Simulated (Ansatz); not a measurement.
# MoS2: a line through a two-coordinate scan

One line of a two-coordinate grid on MoS2 (P-6m2, No. 187; 3 atoms in the cell): c/a of the conventional cell at fixed volume is varied, at shift of S2 along [0 0 1] = 0.167 Å.

Program: Ansatz 0.2.0. Level of theory: DFT PBE+D3(BJ), scalar-relativistic, plane waves, PAW. These are calculated values, not measurements.

16 further runs of the same task are left out: 16 set aside as unsound or not needed.

**1. Starting point**

Symmetry: P-6m2, No. 187, hexagonal system. Conventional cell: a = 3.149 Å, b = 3.149 Å, c = 6.645 Å, α = 90.00°, β = 90.00°, γ = 120.00°. Around Mo (site symmetry -6m2) lie 6 S at 2.40 Å. S (site symmetry 3m) has 3 Mo at 2.40 Å as nearest neighbours.

Structure file:

```cif
data_structure
_symmetry_space_group_name_H-M 'P-6m2'
_symmetry_Int_Tables_number 187
_cell_length_a 3.1494
_cell_length_b 3.1494
_cell_length_c 6.6448
_cell_angle_alpha 90.000
_cell_angle_beta 90.000
_cell_angle_gamma 120.000
_cell_volume 57.08
loop_
_atom_site_label
_atom_site_type_symbol
_atom_site_symmetry_multiplicity
_atom_site_Wyckoff_symbol
_atom_site_fract_x
_atom_site_fract_y
_atom_site_fract_z
_atom_site_occupancy
Mo1 Mo 1 a 0.00000 0.00000 0.00000 1
S1 S 2 h 0.33333 0.66667 0.23579 1
```

It goes back to an entry of the Materials Project, which need not be the stable form.

It is the result of an earlier relaxation at this level (volume 19.03 Å³/atom; gap on the mesh: 1.20 eV).

**2. What is varied**

Atoms count from 1 in the order of the input.

The energy is mapped over a free internal coordinate and the cell.

First coordinate, shift of S2 along [0 0 1], its symmetry partners moved as symmetry demands (measured in the relaxed cell): 7 values from −0.250 Å. Second coordinate, c/a of the conventional cell at fixed volume: 7 values from 1.941 to 2.279.

Nothing else is relaxed (all other coordinates fixed). Energies count from the relaxed crystal. Points are written as (first, second).

**3. Point (0.167 Å, 1.941)**

Contents of input.yaml:

```yaml
crystal:
  lattice:
    - [3.238176563, 0.0, 0.0]
    - [-1.6190882815, 2.8043431655, 0.0]
    - [0.0, 0.0, 6.2856245265]
  atoms:
    - { symbol: Mo, position: [0.0, 0.0, 0.0] }
    - { symbol: S, position: [0.3333333333, 0.6666666667, 0.2608812309] }
    - { symbol: S, position: [0.3333333333, 0.6666666667, 0.7391187691] }
basis:
  ecutwfc: 420
kpoints:
  mp_grid: { grid: [12, 12, 4] }
hamiltonian:
  xc: pbe
  dispersion: d3bj
scf:
  occupations: { method: gaussian, width: 0.05 }
output:
  forces: true
  stress: true
  eigenvalues: true
```

Launch:

```console
$ ansatz run input.yaml --threads 1 --pin off --max-ram 2048MiB --backend cpu --events-out ev --progress --plain --runs-dir out
```

The log of the run, cut to the lines that bear on the results:

```text
Warning: RAYON_NUM_THREADS=1 ignored (pool sized by the plan → 1); use --threads N
[...]
Pseudopotentials: kind: paw
Pseudopotential: Mo, paw, valence charge 14, recommended cutoff 420 eV (normal), Mo.paw.azcp
Pseudopotential: S, paw, valence charge 6, recommended cutoff 420 eV (normal), S.paw.azcp
Functional definition: PBE
[...]
Crystal: 3 atoms, lattice volume = 57.079 Å³
Basis set: ecut = 420 eV, 1137 PW (Γ), exchange–correlation on 48×48×90 points (8 copies of the dense FFT grid, shifted against one another)
Bands: 17, of which v1, the nominal top of the filled ones, is band 13 counted from 1 (12 counted from 0)
Symmetry: 12 space group operations
Space group: P-6m2 (ITA 187), of the structure as read, at distance tolerance 3.9e-5 Å
k-points: 57 of 576 (time reversal used)
[...]
SCF iter   1: F=—  HF=-6763.612293 eV  |F-HF|=—  |Δ(HF+E_count)|=         —  Δρ=5.26e-3  dr2=6.33e-3  ethr=1.77e-3  ⟨swp⟩=5.9  Hψ=5200  notcnv=0
[...]
SCF iter   8: F=-6763.619198 eV  HF=-6763.619198 eV  |F-HF|=9.64e-11  |Δ(HF+E_count)|=   2.41e-8  Δρ=1.26e-6  dr2=1.18e-9  ethr=5.08e-11  ⟨swp⟩=2.0  Hψ=3357  notcnv=0
[...]
SCF converged after 8 iterations
Free energy (F): -6763.619198 eV
[...]
E sigma→0 (E₀):  -6763.619198 eV
Fermi energy:    10.318533 eV
[...]
--- Forces (eV/Å), atoms counted from 1 ---
  atom   1  Mo    -0.00000000    -0.00000000     0.00000000
  atom   2  S      0.00000000    -0.00000000    -2.06030703
  atom   3  S      0.00000000    -0.00000000     2.06030703
[...]
--- Stress (GPa, compression-positive) ---
      -11.138446      -0.000000       0.000000
        0.000000     -11.138446       0.000000
        0.000000       0.000000     -10.556196
  P = ⅓ Tr σ = -10.9444 GPa (-109.444 kbar)
--- Band table (eV; the first three rows and the last of 57) ---
  k-point 0: bands = ["-51.6220", "-25.7128", "-25.5314", "-25.5314", "-4.5533", "-3.0812", "3.4038", "7.1115", "7.1115", "8.1213", "8.1213", "8.6657", "9.0164", "11.7997", "11.7997", "11.9882", "11.9882"]
[...]
```

Run time: 4.9 s. Hardware: 1 thread of AMD EPYC 7R43 (Zen 3), shared host; peak memory 0.39 GiB.

That is 111 meV/atom from the zero.

**4. Grid point (0.167 Å, 1.997)**

input.yaml, as its differences from that of step 3:

```diff
@@ -2,5 +2,5 @@
   lattice:
-    - [3.238176563, 0.0, 0.0]
-    - [-1.6190882815, 2.8043431655, 0.0]
-    - [0.0, 0.0, 6.2856245265]
+    - [3.2075152338, 0.0, 0.0]
+    - [-1.6037576169, 2.7777896755, 0.0]
+    - [0.0, 0.0, 6.4063701764]
   atoms:
```

Launch:

```console
$ ansatz run input.yaml --threads 1 --pin off --max-ram 2048MiB --backend cpu --events-out ev --progress --plain --runs-dir out
```

The log of the run, cut to the lines that bear on the results:

```text
[...]
SCF converged after 7 iterations
Free energy (F): -6763.604524 eV
[...]
E sigma→0 (E₀):  -6763.604524 eV
Fermi energy:    10.155196 eV
[...]
--- Forces (eV/Å), atoms counted from 1 ---
  atom   1  Mo     0.00000000    -0.00000000     0.00000000
  atom   2  S     -0.00000000    -0.00000000    -2.27678031
  atom   3  S      0.00000000    -0.00000000     2.27678031
[...]
--- Stress (GPa, compression-positive) ---
       -9.830498      -0.000000       0.000000
        0.000000      -9.830498       0.000000
        0.000000       0.000000     -14.737986
  P = ⅓ Tr σ = -11.4663 GPa (-114.663 kbar)
--- Band table (eV; the first three rows and the last of 57) ---
  k-point 0: bands = ["-51.6222", "-25.7222", "-25.5095", "-25.5095", "-4.5593", "-3.1987", "3.4310", "7.2629", "7.2629", "8.2632", "8.2632", "8.5156", "8.7408", "11.8075", "11.8075", "12.0223", "12.0223"]
[...]
```

Wall time 4.7 s (1 thread of AMD EPYC 7R43 (Zen 3), shared host); peak memory 0.41 GiB.

Energy on the map's scale: 116 meV/atom.

**5. Grid point (0.167 Å, 2.110)**

input.yaml, as its differences from that of step 4:

```diff
@@ -2,5 +2,5 @@
   lattice:
-    - [3.2075152338, 0.0, 0.0]
-    - [-1.6037576169, 2.7777896755, 0.0]
-    - [0.0, 0.0, 6.4063701764]
+    - [3.1494351579, 0.0, 0.0]
+    - [-1.574717579, 2.7274908543, 0.0]
+    - [0.0, 0.0, 6.6448340996]
   atoms:
```

Launch:

```console
$ ansatz run input.yaml --threads 1 --pin off --max-ram 2048MiB --backend cpu --events-out ev --progress --plain --runs-dir out
```

The log of the run, cut to the lines that bear on the results:

```text
Warning: RAYON_NUM_THREADS=1 ignored (pool sized by the plan → 1); use --threads N
[...]
Pseudopotentials: kind: paw
Pseudopotential: Mo, paw, valence charge 14, recommended cutoff 420 eV (normal), Mo.paw.azcp
Pseudopotential: S, paw, valence charge 6, recommended cutoff 420 eV (normal), S.paw.azcp
Functional definition: PBE
[...]
Crystal: 3 atoms, lattice volume = 57.079 Å³
Basis set: ecut = 420 eV, 1115 PW (Γ), exchange–correlation on 48×48×90 points (8 copies of the dense FFT grid, shifted against one another)
Bands: 17, of which v1, the nominal top of the filled ones, is band 13 counted from 1 (12 counted from 0)
Symmetry: 12 space group operations
Space group: P-6m2 (ITA 187), of the structure as read, at distance tolerance 3.9e-5 Å
k-points: 57 of 576 (time reversal used)
[...]
SCF iter   1: F=—  HF=-6763.466106 eV  |F-HF|=—  |Δ(HF+E_count)|=         —  Δρ=5.99e-3  dr2=1.27e-2  ethr=1.77e-3  ⟨swp⟩=5.9  Hψ=5244  notcnv=0
[...]
SCF iter   7: F=-6763.472481 eV  HF=-6763.472481 eV  |F-HF|=3.47e-8  |Δ(HF+E_count)|=   2.15e-7  Δρ=9.50e-6  dr2=8.92e-8  ethr=3.85e-10  ⟨swp⟩=3.8  Hψ=4228  notcnv=0
[...]
SCF converged after 7 iterations
Free energy (F): -6763.472481 eV
[...]
E sigma→0 (E₀):  -6763.472481 eV
Fermi energy:    9.895607 eV
[...]
--- Forces (eV/Å), atoms counted from 1 ---
  atom   1  Mo    -0.00000000     0.00000000     0.00000000
  atom   2  S      0.00000000     0.00000000    -2.69700721
  atom   3  S      0.00000000    -0.00000000     2.69700721
[...]
--- Stress (GPa, compression-positive) ---
       -7.096552       0.000000       0.000000
        0.000000      -7.096552       0.000000
        0.000000       0.000000     -22.445918
  P = ⅓ Tr σ = -12.2130 GPa (-122.130 kbar)
--- Band table (eV; the first three rows and the last of 57) ---
  k-point 0: bands = ["-51.6148", "-25.7321", "-25.4567", "-25.4567", "-4.5864", "-3.4178", "3.4700", "7.5550", "7.5550", "8.2232", "8.2472", "8.5696", "8.5696", "11.8365", "11.8365", "12.1051", "12.1051"]
[...]
```

Run time: 4.2 s. Hardware: 1 thread of AMD EPYC 7R43 (Zen 3), shared host; peak memory 0.41 GiB.

Energy on the map's scale: 160 meV/atom.

**6. Grid point (0.167 Å, 2.166)**

input.yaml, as its differences from that of step 5:

```diff
@@ -2,5 +2,5 @@
   lattice:
-    - [3.1494351579, 0.0, 0.0]
-    - [-1.574717579, 2.7274908543, 0.0]
-    - [0.0, 0.0, 6.6448340996]
+    - [3.1219335931, 0.0, 0.0]
+    - [-1.5609667966, 2.7036738005, 0.0]
+    - [0.0, 0.0, 6.762420356]
   atoms:
```

Launch:

```console
$ ansatz run input.yaml --threads 1 --pin off --max-ram 2048MiB --backend cpu --events-out ev --progress --plain --runs-dir out
```

The log of the run, cut to the lines that bear on the results:

```text
[...]
SCF converged after 7 iterations
Free energy (F): -6763.361063 eV
[...]
E sigma→0 (E₀):  -6763.361063 eV
Fermi energy:    9.841824 eV
[...]
--- Forces (eV/Å), atoms counted from 1 ---
  atom   1  Mo     0.00000000    -0.00000000     0.00000000
  atom   2  S      0.00000000     0.00000000    -2.89616651
  atom   3  S      0.00000000     0.00000000     2.89616651
[...]
--- Stress (GPa, compression-positive) ---
       -5.674913      -0.000000       0.000000
        0.000000      -5.674913       0.000000
        0.000000       0.000000     -25.976620
  P = ⅓ Tr σ = -12.4421 GPa (-124.421 kbar)
--- Band table (eV; the first three rows and the last of 57) ---
  k-point 0: bands = ["-51.6073", "-25.7330", "-25.4259", "-25.4259", "-4.6061", "-3.5205", "3.4829", "7.6943", "7.6943", "8.0255", "8.0818", "8.7315", "8.7315", "11.8595", "11.8595", "12.1533", "12.1533"]
[...]
```

Wall time 4.1 s (1 thread of AMD EPYC 7R43 (Zen 3), shared host); peak memory 0.42 GiB.

Energy on the map's scale: 197 meV/atom.

**7. Grid point (0.167 Å, 2.222)**

input.yaml, as its differences from that of step 6:

```diff
@@ -2,5 +2,5 @@
   lattice:
-    - [3.1219335931, 0.0, 0.0]
-    - [-1.5609667966, 2.7036738005, 0.0]
-    - [0.0, 0.0, 6.762420356]
+    - [3.0953451714, 0.0, 0.0]
+    - [-1.5476725857, 2.6806475519, 0.0]
+    - [0.0, 0.0, 6.8790951089]
   atoms:
```

Launch:

```console
$ ansatz run input.yaml --threads 1 --pin off --max-ram 2048MiB --backend cpu --events-out ev --progress --plain --runs-dir out
```

The log of the run, cut to the lines that bear on the results:

```text
[...]
SCF converged after 7 iterations
Free energy (F): -6763.222734 eV
[...]
E sigma→0 (E₀):  -6763.222734 eV
Fermi energy:    9.786164 eV
[...]
--- Forces (eV/Å), atoms counted from 1 ---
  atom   1  Mo     0.00000000     0.00000000     0.00000000
  atom   2  S      0.00000000     0.00000000    -3.08579271
  atom   3  S      0.00000000     0.00000000     3.08579271
[...]
--- Stress (GPa, compression-positive) ---
       -4.218213       0.000000       0.000000
       -0.000000      -4.218213       0.000000
        0.000000       0.000000     -29.302673
  P = ⅓ Tr σ = -12.5797 GPa (-125.797 kbar)
--- Band table (eV; the first three rows and the last of 57) ---
  k-point 0: bands = ["-51.5978", "-25.7316", "-25.3925", "-25.3925", "-4.6294", "-3.6197", "3.4919", "7.8177", "7.8282", "7.8282", "7.9434", "8.8977", "8.8977", "11.8888", "11.8888", "12.2055", "12.2055"]
[...]
```

It took 6 s on 1 thread of AMD EPYC 7R43 (Zen 3), shared host; peak memory 0.39 GiB.

Energy on the map's scale: 244 meV/atom.

**8. Point (0.167 Å, 2.279)**

input.yaml, as its differences from that of step 7:

```diff
@@ -2,5 +2,5 @@
   lattice:
-    - [3.0953451714, 0.0, 0.0]
-    - [-1.5476725857, 2.6806475519, 0.0]
-    - [0.0, 0.0, 6.8790951089]
+    - [3.0696848962, 0.0, 0.0]
+    - [-1.5348424481, 2.6584251017, 0.0]
+    - [0.0, 0.0, 6.9945840045]
   atoms:
```

Launch:

```console
$ ansatz run input.yaml --threads 1 --pin off --max-ram 2048MiB --backend cpu --events-out ev --progress --plain --runs-dir out
```

The log of the run, cut to the lines that bear on the results:

```text
Warning: RAYON_NUM_THREADS=1 ignored (pool sized by the plan → 1); use --threads N
[...]
Pseudopotentials: kind: paw
Pseudopotential: Mo, paw, valence charge 14, recommended cutoff 420 eV (normal), Mo.paw.azcp
Pseudopotential: S, paw, valence charge 6, recommended cutoff 420 eV (normal), S.paw.azcp
Functional definition: PBE
[...]
Crystal: 3 atoms, lattice volume = 57.079 Å³
Basis set: ecut = 420 eV, 1115 PW (Γ), exchange–correlation on 48×48×96 points (8 copies of the dense FFT grid, shifted against one another)
Bands: 17, of which v1, the nominal top of the filled ones, is band 13 counted from 1 (12 counted from 0)
Symmetry: 12 space group operations
Space group: P-6m2 (ITA 187), of the structure as read, at distance tolerance 3.9e-5 Å
k-points: 57 of 576 (time reversal used)
[...]
SCF iter   1: F=—  HF=-6763.058910 eV  |F-HF|=—  |Δ(HF+E_count)|=         —  Δρ=8.04e-3  dr2=4.75e-2  ethr=1.77e-3  ⟨swp⟩=6.0  Hψ=5229  notcnv=0
[...]
SCF iter   8: F=-6763.060272 eV  HF=-6763.060272 eV  |F-HF|=3.58e-9  |Δ(HF+E_count)|=   1.59e-8  Δρ=3.20e-6  dr2=5.11e-9  ethr=1.48e-10  ⟨swp⟩=2.6  Hψ=3435  notcnv=0
[...]
SCF converged after 8 iterations
Free energy (F): -6763.060272 eV
[...]
E sigma→0 (E₀):  -6763.060272 eV
Fermi energy:    9.729454 eV
[...]
--- Forces (eV/Å), atoms counted from 1 ---
  atom   1  Mo     0.00000000    -0.00000000     0.00000000
  atom   2  S      0.00000000    -0.00000000    -3.26372059
  atom   3  S      0.00000000     0.00000000     3.26372059
[...]
--- Stress (GPa, compression-positive) ---
       -2.732194       0.000000      -0.000000
        0.000000      -2.732194      -0.000000
       -0.000000      -0.000000     -32.417754
  P = ⅓ Tr σ = -12.6274 GPa (-126.274 kbar)
--- Band table (eV; the first three rows and the last of 57) ---
  k-point 0: bands = ["-51.5863", "-25.7280", "-25.3566", "-25.3566", "-4.6559", "-3.7157", "3.4973", "7.6229", "7.8086", "7.9557", "7.9557", "9.0668", "9.0668", "11.9250", "11.9250", "12.2614", "12.2614"]
[...]
```

It took 5.3 s on 1 thread of AMD EPYC 7R43 (Zen 3), shared host; peak memory 0.39 GiB.

On the map this point reads 298 meV/atom.

**9. What came out**

| c/a of the conventional cell at fixed volume | step | energy (meV/atom) | slope (meV/atom per unit) | pressure (GPa) | band gap on the k-mesh (eV) | largest force on an atom (eV/Å) |
| --- | --- | --- | --- | --- | --- | --- |
| 1.941 | 3 | 111 | −24 | −10.94 | 0.62 | 2.06 |
| 1.997 | 4 | 116 | 195 | −11.47 | 0.75 | 2.28 |
| 2.054 | – | 133 | 394 | −11.89 | 0.87 | 2.49 |
| 2.110 | 5 | 160 | 576 | −12.21 | 0.87 | 2.70 |
| 2.166 | 6 | 197 | 742 | −12.44 | 0.79 | 2.90 |
| 2.222 | 7 | 244 | 894 | −12.58 | 0.70 | 3.09 |
| 2.279 | 8 | 298 | 1031 | −12.63 | 0.63 | 3.26 |

Energies count from the relaxed crystal. Rows without a step come from runs not printed here or follow by symmetry. Slopes come from the forces (and the stress, where the cell changes), not from differences of energies.

What this shows: The lowest point computed is at the end of the line, 1.941, but the slope there points inward, so the minimum lies between it and the next point. The highest point computed, at 2.279, lies 186 meV/atom above the lowest. This is one cut through a surface in two coordinates; the map's lowest point lies off it. A rigid map gives upper bounds: relaxing the other coordinates can only lower a point. The gap on the mesh closes on part of the grid.

The gaps are Kohn-Sham values of a semilocal functional, not quasiparticle or optical gaps. Such gaps usually fall short of the measured ones.
